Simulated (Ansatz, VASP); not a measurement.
**One calculation of Ga, two programs**

```xyz
2
Lattice="0.0000 2.8693 2.8693 2.8693 0.0000 2.8693 2.8693 2.8693 0.0000" Properties=species:S:1:pos:R:3 pbc="T T T"
Ga    0.0000    0.0000    0.0000
Ga    1.4346    1.4346    1.4346
```

Alike in both runs: task relaxation of cell and atoms; functional PBEsol; k mesh 16 × 16 × 16; occupations gaussian, width 0.1 eV; no spin polarisation.

|  | VASP | Ansatz |
| --- | --- | --- |
| version | VASP 6.6.1 | Ansatz 0.2.0 |
| potentials or method | VASP PAW PBE potentials, release 64 (Ga_d) | scalar-relativistic, plane waves, PAW |
| plane-wave cutoff (eV) | 600 | 420 |
| valence electrons in the cell | 26 | 26 |

|  | VASP | Ansatz | Ansatz less VASP |
| --- | --- | --- | --- |
| gap on the k mesh at the Fermi level, each at its own relaxed structure (eV) | none | none | - |
| relaxed volume (Å³/atom) | 23.82 | 23.81 | -0.007 |
| relaxed cell length with the largest relative difference (Å) | 4.069 | 4.069 | -0.0004 |

A gap of «none» marks a metal or a gap that the smearing closes.

Caveats: the PAW data sets were made with another functional, which shifts forces and pressure a little (VASP).
